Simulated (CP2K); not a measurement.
Crystal: Ir.

```
CELL_PARAMETERS angstrom
2.70907 0.00000 0.00000
1.35453 2.34612 0.00000
1.35453 0.78204 2.21194
ATOMIC_POSITIONS crystal
Ir 0.00000 0.00000 0.00000
```

Base run:

| Property | Result |
| --- | --- |
| Program | CP2K 2026.2 |
| Functional | r2SCAN |
| Potentials or basis | POTENTIAL_UZH Ir GTH-PBE-q17; TZVP-MOLOPT-PBE-GTH basis |
| Density cutoff | 9184 eV |
| k mesh | 12 × 12 × 12 |
| Occupations | fermi-dirac, width 0.05 eV |
| Spin | no spin polarisation |

Its results: band gap on the k mesh none (metal or under the smearing width); pressure 2.6 GPa.

Task: After a change of settings the same cell gave: band gap on the k mesh none (metal or under the smearing width); pressure 0.1 GPa. Which change was it?
A. functional from r2SCAN to LDA
B. functional from r2SCAN to vdW-DF2
C. functional from r2SCAN to OLYP
D. functional from r2SCAN to PBEsol

Result: C.

Caveats: the potentials were made for another functional, which shifts forces and pressure; spin-orbit coupling is left out, which moves the levels of the heavy elements; the basis of atomic orbitals isn't converged, which shifts pressures, moduli and gaps.

Runs at the PBE level aren't shown here.
